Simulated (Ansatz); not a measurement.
**Convergence test, Al$_{2}$Ru**

Method: DFT r2SCAN, scalar-relativistic, plane waves, PAW (Ansatz).

```
Al Ru
1.0
     0.05292    3.99733    4.29016
     2.41165    0.02287    4.29773
     2.36293    3.97693    0.04688
Al Ru
4 2
Cartesian
  1.2351 0.7077 2.2165
  1.0491 3.2640 2.2068
  2.3461 1.3914 4.3323
  2.5607 6.6658 4.1102
  3.6453 6.0152 6.4196
  2.3040 3.9706 4.2330
```

```
plane-wave cutoff : 500 eV
occupation rule   : Gaussian smearing, 0.01 eV
spin treatment    : unpolarised
```

The atoms are held and the k-point mesh is swept. Energies are extrapolated to zero smearing and count from the reference run, 8×8×8. The cell was strained and its atoms displaced at random, so that forces don't vanish. The meshes are Γ-centred. Pressure is positive in compression.

Times are rough; the reference took 2.3 min on 1 thread of Arm Neoverse V2, with other jobs on the host, peak memory 0.92 GiB.

Task: One run gave ΔE = 1124 meV/atom and P = 16.20 GPa. Which k-point mesh did it use, of 1×1×1, 2×2×2, 4×4×4, 6×6×6?

Result: 1×1×1. All runs:

```csv
mesh,ΔE (meV/atom),P (GPa),largest change of a force component (eV/Å),gap on mesh (eV),irreducible points,wall time (s)
1×1×1,1124,16.20,1.300,1.452,1,7
2×2×2,24.5,12.53,0.080,0.122,8,9
4×4×4,0.12,11.76,0.006,0.143,36,21
6×6×6,0.04,11.75,0.002,0.143,112,56
8×8×8,0.00,11.75,0.000,0.143,260,140
```